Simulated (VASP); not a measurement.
GaP, 2 atoms in the cell. The structure is cubic, space group F-43m (No. 216). The conventional cell has a = 5.445 Å, b = 5.445 Å, c = 5.445 Å, α = 90.00°, β = 90.00°, γ = 90.00°. Ga (site symmetry -43m) is surrounded by 4 P at 2.36 Å. Around P (site symmetry -43m) lie 4 Ga at 2.36 Å. The cell was built by a generator and needn't be a form met in nature.

| Quantity | Value |
| --- | --- |
| Program | VASP 6.6.1 |
| Task | electrostatic potential |
| Functional | PBE |
| Dispersion | D3(BJ) |
| Potentials or basis | VASP PAW PBE potentials, release 64 (Ga_d, P) |
| Cutoff | 520 eV |
| k mesh | 10 × 10 × 10 |
| Occupations | gaussian, width 0.02 eV |
| Spin | no spin polarisation |
| Further INCAR settings | ALGO = Normal; EDIFF = 1e-07 |

Potentials or basis: VASP PAW PBE potentials, release 64 (Ga_d, P).

Run with:

```sh
$ cat potpaw_PBE.64/Ga_d/POTCAR potpaw_PBE.64/P/POTCAR > POTCAR
$ mpirun -np 1 vasp_std > vasp.out
```

Hardware: 1 thread of Intel(R) Xeon(R) 6975P-C (Granite Rapids) (shared host).

Q: Estimate the wall time of this run.

A: Wall time 13 s on 1 thread of Intel(R) Xeon(R) 6975P-C (Granite Rapids), with other jobs on the host, peak memory 0.19 GiB. Counts: scf iterations 14, k points 47.
